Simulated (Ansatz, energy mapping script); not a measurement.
**Spin model of LiNiS2 in the alpha-NaFeO2 structure from collinear orders**

Aim: the exchange couplings of LiNiS2 in the alpha-NaFeO2 structure from the energies of a few collinear orders, and the ordering temperature that they give.

Calculated with Ansatz 0.2.0; PBE with U = 6 eV on Ni d, ortho-atomic projectors; plane waves, U on orthogonalised atomic orbitals unless named otherwise, collinear spin, no spin–orbit coupling.

Report form: the programs' logs are mostly left out.

### 1. Set-up

It takes space group R-3m (No. 166, trigonal). The conventional cell has a = 3.408 Å, b = 3.408 Å, c = 17.247 Å, α = 90.00°, β = 90.00°, γ = 120.00°. Nearest to Li lie 6 S at 2.53 Å. Ni has 6 S at 2.35 Å nearest. Nearest to S lie 3 Ni at 2.35 Å and 3 Li at 2.53 Å. alpha-NaFeO2 prototype, lattice guessed from radii. Farther neighbours and most contacts between anions are not listed.

As a file:

```cif
data_structure
_symmetry_space_group_name_H-M 'P 1'
_symmetry_Int_Tables_number 1
_cell_length_a 6.0765
_cell_length_b 6.0765
_cell_length_c 6.0765
_cell_angle_alpha 32.567
_cell_angle_beta 32.567
_cell_angle_gamma 32.567
_cell_volume 57.81
loop_
_atom_site_label
_atom_site_type_symbol
_atom_site_fract_x
_atom_site_fract_y
_atom_site_fract_z
_atom_site_occupancy
Li1 Li 0.00000 0.00000 0.00000 1
Ni2 Ni 0.50000 0.50000 0.50000 1
S3 S 0.24111 0.24111 0.24111 1
S4 S 0.75889 0.75889 0.75889 1
```

This cell was built for the study (alpha-NaFeO2 prototype, lattice guessed from radii), not taken from an experiment; the compound need not form in this structure.

The cell was relaxed beforehand in Ansatz under PBE with U = 4.8 eV on Ni d, ortho-atomic projectors, D3(BJ) dispersion, from parallel moments.

A Hubbard U penalises fractional filling of the shell. It raises the cost of virtual hops to the neighbours, so couplings that rest on such hops usually weaken.

### 2. A first run with parallel moments

One run in the crystal's own cell, under PBE with U = 5.7 eV on Ni d, ortho-atomic projectors, shows which elements keep a moment. Transition or f elements with 0.3 μB or more enter the spin model; moments induced on other atoms do not.

input.yaml

```yaml
crystal:
  lattice:
    - [1.703789552, 0.983683357, 5.749163067]
    - [-1.703789552, 0.983683357, 5.749163067]
    - [0.0, -1.967366713, 5.749163067]
  atoms:
    - { symbol: Li, position: [0.0, 0.0, 0.0] }
    - { symbol: Ni, position: [0.5, 0.5, 0.5], spin: 2.0 }
    - { symbol: S, position: [0.241108149, 0.241108149, 0.241108149] }
    - { symbol: S, position: [0.758891851, 0.758891851, 0.758891851] }
magnetization:
  spin_polarized: true
kpoints:
  mp_grid: { grid: [9, 9, 9] }
hamiltonian:
  xc: pbe
  hubbard:
    sites: [{ species: Ni, l: d, u_eff: 5.7 }]
    projectors: ortho-atomic
scf:
  occupations: { method: fermi_dirac, width: 0.05 }
output:
  eigenvalues: true
```

Launch:

```bash
ansatz run input.yaml --threads 4 --pin off --max-ram 8192MiB --backend cpu --events-out ev --progress --plain --runs-dir out
```

Elapsed: 79 s, on 4 threads of Arm Neoverse V1, shared host; peak memory 1.4 GiB; 5.1 min of CPU time.

Spin moment in the sphere by atom:

```csv
atom,spin moment in the sphere (μB)
Li1,0.02
Ni2,1.18
S3,-0.09
S4,-0.09
```

The run ends ferromagnetic; Ni carries the moments.

### 3. Seed run in the crystal's own cell

A corrected shell can settle in several orbital fillings. One parallel run, with an occupation width a fifth wider than the orders use, therefore is to supply the occupation matrices. All orders start from them.

input.yaml, the sections that differ from step 2:

```yaml
kpoints:
  mp_grid: { grid: [8, 8, 8] }
hamiltonian:
  xc: pbe
  hubbard:
    sites: [{ species: Ni, l: d, u_eff: 6.0 }]
    projectors: ortho-atomic
scf:
  occupations: { method: fermi_dirac, width: 0.06 }
# crystal, magnetization, output: as in step 2
```

The job ended after 5.4 s (4 threads; peak memory 0.46 GiB; 18 s of CPU time).

This step gave:

```yaml
final_state: ferromagnetic
electrons_in_the_corrected_shells: 8.573 e
largest_moment: 1.212 μB
```

### 4. Order 1: parallel, cell A of 8 atoms

Each cell gets its own parallel run on the same mesh, so that most of the mesh error cancels in the differences.

input.yaml

```yaml
crystal:
  lattice:
    - [-1.703789552, 2.95105007, 0.0]
    - [-5.111368656, -2.95105007, 0.0]
    - [1.703789552, 0.983683357, 5.749163067]
  atoms:
    - { symbol: Li, position: [0.5, 0.5, 0.0] }
    - { symbol: Li, position: [0.0, 0.0, 0.0] }
    - { symbol: Ni, position: [0.5, 0.0, 0.5], spin: 2.0 }
    - { symbol: Ni, position: [0.0, 0.5, 0.5], spin: 2.0 }
    - { symbol: S, position: [0.5, 0.741108149, 0.723324447] }
    - { symbol: S, position: [0.0, 0.241108149, 0.723324447] }
    - { symbol: S, position: [0.5, 0.258891851, 0.276675553] }
    - { symbol: S, position: [0.0, 0.758891851, 0.276675553] }
magnetization:
  spin_polarized: true
kpoints:
  mp_grid: { grid: [7, 5, 4] }
hamiltonian:
  xc: pbe
  hubbard:
    sites:
      - { species: Ni, l: d, u_eff: 6.0 }
      - { site: 2, l: d, u_eff: 6.0, starting_ns: [{ spin: up, occupation_matrix: ni2_major }, { spin: down, occupation_matrix: ni2_minor }] }
      - { site: 3, l: d, u_eff: 6.0, starting_ns: [{ spin: up, occupation_matrix: ni2_major }, { spin: down, occupation_matrix: ni2_minor }] }
    projectors: ortho-atomic
    occupation_matrices:
      ni2_major:
        matrix:
          - [0.993, 0.0, 0.0, 0.0, 0.0]
          - [0.0, 0.964, 0.0, 0.0, 0.021]
          - [0.0, 0.0, 0.964, 0.021, 0.0]
          - [0.0, 0.0, 0.021, 0.976, 0.0]
          - [0.0, 0.021, 0.0, 0.0, 0.976]
      ni2_minor:
        matrix:
          - [0.991, 0.0, 0.0, 0.0, 0.0]
          - [0.0, 0.568, 0.0, 0.0, 0.293]
          - [0.0, 0.0, 0.568, 0.293, 0.0]
          - [0.0, 0.0, 0.293, 0.787, 0.0]
          - [0.0, 0.293, 0.0, 0.0, 0.787]
scf:
  occupations: { method: fermi_dirac, width: 0.05 }
output:
  eigenvalues: true
  write_density: true
  write_potential: true
  elf: true
  volumetric_format: npy
```

Run time: 12 s. Hardware: 4 threads; peak memory 0.7 GiB; 47 s of CPU time.

Spin moment in the sphere by atom:

```csv
atom,spin moment in the sphere (μB)
Li1,0.02
Li2,0.02
Ni3,1.22
Ni4,1.22
S5,-0.09
S6,-0.09
S7,-0.09
S8,-0.09
```

The run ends ferromagnetic.

Spin density in the bc plane at fractional x = 0.000, with atoms of Li and Ni and S within 0.2 Å of it.

Values in e/Å³, 16 rows by 16 columns, each cell a mean:
```
0.0 0.0 0.0 0.0 0.0 0.0 0.0 0.0 0.0 0.0 0.0 0.0 0.0 0.0 0.0 0.0
0.0 0.0 0.0 0.0 0.0 0.0 0.0 0.0 0.0 0.0 0.0 0.0 0.0 0.0 0.0 0.0
0.0 0.0 0.0 0.0 0.0 0.0 0.0 0.0 0.0 0.0 0.0 0.0 0.0 0.0 0.0 0.0
0.0 0.0 0.0 0.0 0.0 0.0 0.0 0.0 0.0 0.0 0.0 0.0 0.0 0.0 0.0 0.0
0.0 0.0 0.0 0.0 0.0 0.0 0.0 0.0 0.0 0.0 0.0 0.0 0.0 0.0 0.0 0.0
0.0 0.0 0.0 0.0 0.0 0.0 0.0 0.0 0.0 0.0 0.0 0.0 0.0 0.0 0.0 0.0
0.0 0.0 0.0 0.0 0.0 0.0 0.1 0.7 0.8 0.3 0.0 0.0 0.0 0.0 0.0 0.0
0.0 0.0 0.0 0.0 0.0 0.0 0.2 2.0 3.5 0.8 0.0 0.0 0.0 0.0 0.0 0.0
0.0 0.0 0.0 0.0 0.0 0.0 0.1 1.4 2.1 0.7 0.1 0.0 0.0 0.0 0.0 0.0
0.0 0.0 0.0 0.0 0.0 0.0 0.1 0.1 0.2 0.1 0.0 0.0 0.0 0.0 0.0 0.0
0.0 0.0 0.0 0.0 0.0 0.0 0.0 0.0 0.0 0.0 0.0 0.0 0.0 0.0 0.0 0.0
0.0 0.0 0.0 0.0 0.0 0.0 0.0 0.0 0.0 0.0 0.0 0.0 0.0 0.0 0.0 0.0
0.0 0.0 0.0 0.0 0.0 0.0 0.0 0.0 0.0 0.0 0.0 0.0 0.0 0.0 0.0 0.0
0.0 0.0 0.0 0.0 0.0 0.0 0.0 0.0 0.0 0.0 0.0 0.0 0.0 0.0 0.0 0.0
0.0 0.0 0.0 0.0 0.0 0.0 0.0 0.0 0.0 0.0 0.0 0.0 0.0 0.0 0.0 0.0
0.0 0.0 0.0 0.0 0.0 0.0 0.0 0.0 0.0 0.0 0.0 0.0 0.0 0.0 0.0 0.0
```
Columns run along b (5.9 Å), rows up along c (6.1 Å). Atoms in or near the plane, at fractional coordinates: Li at (0.00, 0.00), Ni at (0.50, 0.50), S at (0.24, 0.72), S at (0.76, 0.28).

ELF in the bc plane at fractional x = 0.000, with atoms of Li and Ni and S within 0.2 Å of it. It is the smooth field of the valence electrons, not physical close to the nuclei.

Ten even steps from '_' (0.26 × 1e-1) to '@' (9.86 × 1e-1), each cell a mean:
```
%%::..==**##**--____________..@@
__..**%%%%%%%%**..____________..
..++%%%%%%%%%%**::______________
--####==::**%%**..______________
==##**....**%%==........________
==####++**%%++..::::....________
--**######++..::==--::..________
..--====--..::==**==::..::::::..
..__........--====::..==******--
::________..::--::..++%%######**
::______..........++%%**::==##**
..______....__..--##%%--__==##**
________________==##%%**++##%%==
________________==##%%%%%%%%**..
**--____________::**%%%%##++....
@@**____..::..__..::====--__..%%
```
Columns run along b (5.9 Å), rows up along c (6.1 Å). Atoms in or near the plane, at fractional coordinates: Li at (0.00, 0.00), Ni at (0.50, 0.50), S at (0.24, 0.72), S at (0.76, 0.28).

### 5. Run 2 (compensated +−; cell A, 8 atoms)

This order reverses 4 of the 6 neighbours at 3.41 Å, counted for an average magnetic atom.

input.yaml, as its differences from that of step 4:

```diff
@@ -9,3 +9,3 @@
     - { symbol: Ni, position: [0.5, 0.0, 0.5], spin: 2.0 }
-    - { symbol: Ni, position: [0.0, 0.5, 0.5], spin: 2.0 }
+    - { symbol: Ni, position: [0.0, 0.5, 0.5], spin: -2.0 }
     - { symbol: S, position: [0.5, 0.741108149, 0.723324447] }
@@ -24,3 +24,3 @@
       - { site: 2, l: d, u_eff: 6.0, starting_ns: [{ spin: up, occupation_matrix: ni2_major }, { spin: down, occupation_matrix: ni2_minor }] }
-      - { site: 3, l: d, u_eff: 6.0, starting_ns: [{ spin: up, occupation_matrix: ni2_major }, { spin: down, occupation_matrix: ni2_minor }] }
+      - { site: 3, l: d, u_eff: 6.0, starting_ns: [{ spin: up, occupation_matrix: ni2_minor }, { spin: down, occupation_matrix: ni2_major }] }
     projectors: ortho-atomic
```

It took 7.1 s on 4 threads; peak memory 0.69 GiB; 27 s of CPU time.

Spin moment in the sphere by atom:

```csv
atom,spin moment in the sphere (μB)
Li1,0.02
Li2,-0.02
Ni3,1.21
Ni4,-1.21
S5,0.02
S6,-0.02
S7,0.02
S8,-0.02
```

The run ends antiferromagnetic, 59.53 meV a magnetic atom above the parallel order of its cell (energies taken at zero occupation width, not the printed F).

Spin density in the bc plane at fractional x = 0.000, with atoms of Li and Ni and S within 0.2 Å of it.

Ten even steps from '_' (-3.5 e/Å³) to '@' (0.0 e/Å³), each cell a mean:
```
@@@@@@@@@@@@@@@@@@@@@@@@@@@@@@@@
@@@@@@@@@@@@@@@@@@@@@@@@@@@@@@@@
@@@@@@@@@@@@@@@@@@@@@@@@@@@@@@@@
@@@@@@@@@@@@@@@@@@@@@@@@@@@@@@@@
@@@@@@@@@@@@@@@@@@@@@@@@@@@@@@@@
@@@@@@@@@@@@@@@@@@@@@@@@@@@@@@@@
@@@@@@@@@@@@@@%%##@@@@@@@@@@@@@@
@@@@@@@@@@@@@@==__##@@@@@@@@@@@@
@@@@@@@@@@@@@@++--%%@@@@@@@@@@@@
@@@@@@@@@@@@@@@@@@@@@@@@@@@@@@@@
@@@@@@@@@@@@@@@@@@@@@@@@@@@@@@@@
@@@@@@@@@@@@@@@@@@@@@@@@@@@@@@@@
@@@@@@@@@@@@@@@@@@@@@@@@@@@@@@@@
@@@@@@@@@@@@@@@@@@@@@@@@@@@@@@@@
@@@@@@@@@@@@@@@@@@@@@@@@@@@@@@@@
@@@@@@@@@@@@@@@@@@@@@@@@@@@@@@@@
```
Columns run along b (5.9 Å), rows up along c (6.1 Å). Atoms in or near the plane, at fractional coordinates: Li at (0.00, 0.00), Ni at (0.50, 0.50), S at (0.24, 0.72), S at (0.76, 0.28).

ELF in the bc plane at fractional x = 0.000, with atoms of Li and Ni and S within 0.2 Å of it. It is the smooth field of the valence electrons, not physical close to the nuclei.

Ten even steps from '_' (0.25 × 1e-1) to '@' (9.86 × 1e-1), each cell a mean:
```
%%::..==**##**--____________..@@
__..**%%%%%%%%**..____________..
..++%%%%%%%%%%**::______________
--####==::**%%**..______________
==##**....**%%==........________
==####++**%%++..::::....________
--**######++..::==--::..________
..--====--..::==**==::..::::::..
..__........--++==::..==******--
::________..::--::..++%%######**
::______..........++%%**::==##**
..______....__..--##%%--__==%%**
________________==%%%%**++##%%==
________________==##%%%%%%%%**..
**--____________::**%%%%##++....
@@**____......__..::====--__..%%
```
Columns run along b (5.9 Å), rows up along c (6.1 Å). Atoms in or near the plane, at fractional coordinates: Li at (0.00, 0.00), Ni at (0.50, 0.50), S at (0.24, 0.72), S at (0.76, 0.28).

### 6. From energies to couplings

Each energy difference is a sum of couplings weighted by the pairs that the order reverses. A few near shells are fitted to the differences by least squares. Energies are those extrapolated to zero occupation width, not the free energies F.

The orders side by side; each is measured from the parallel order in the same cell and on the same mesh:

```csv
order,atoms,energy (meV a magnetic atom),moments (μB),moments kept as typed,opposed neighbours at 3.41 Å
parallel,8,0.00,1.22,yes,0
compensated +−,8,59.53,1.21,yes,4
```

The Heisenberg fit (each pair counts twice, positive J is ferromagnetic):

```csv
pair,distance (Å),neighbours,J (meV)
Ni–Ni,3.41,6,7.44
```

These orders cannot tell some unfitted shells from fitted ones: the value at 3.41 Å holds J(3.41) + J(5.90) + J(6.08); other unfitted shells add to the values wholly or in part. No temperature is drawn.

Limits of this fit: one energy difference fixes this value, which holds the part of every shell that the order reverses.

### 7. Summary of results

| Quantity | Value |
| --- | --- |
| lowest order tried | parallel |
| largest fitted value (a combination of shells), Ni–Ni at 3.41 Å | 7.44 meV |

In words: Of the orders tried, LiNiS2 in the alpha-NaFeO2 structure prefers parallel moments under PBE+U (6 eV). How the layers stack magnetically is not fixed by these couplings. Orders that were not tried, spirals among them, may lie lower. The largest fitted value is 7.4 meV, at 3.41 Å. It is a combination of shells that these orders cannot split, so neither its size nor its sign can be laid on that pair alone. The orders also reverse pairs at 5.90 and 6.08 Å, which are not fitted, so the fitted values hold their part too. No fitted order reverses the pairs at 6.82 and 6.97 Å, so their coupling is unknown and is set to zero in the model. 1 energy difference fixes 1 coupling with none to spare, so the fit tests nothing. In the fitted orders moments change by up to 0.51 % against the parallel run of the same cell, so their size stays put. Every order is gapless on its mesh at this level. In a metal exchange reaches farther, and a short model of fixed moments is less apt; where the compound is in fact an insulator, these couplings come from a wrongly metallic state. With a near shell that the orders cannot separate, no temperature is given. The cell was built from a prototype and relaxed; a distortion that needs a larger cell, or another structure that the compound may prefer, is not captured.

[Logs and program files are shortened in this print: banners, set-up blocks, solver, clock and traceback lines can be left out without a mark of their own.]

[Logs are printed without paths, hosts, clocks, repeated set-up lines and the standing remarks that a program may print on its own settings, such as how far it seeks lower states.]

[Hosts, paths, dates, database ids (printed as entryN), source tags and the programs' standing remarks are cut or masked in the printed files.]

[Where a cell is said to come from a database of computed structures, the database is the Materials Project.]
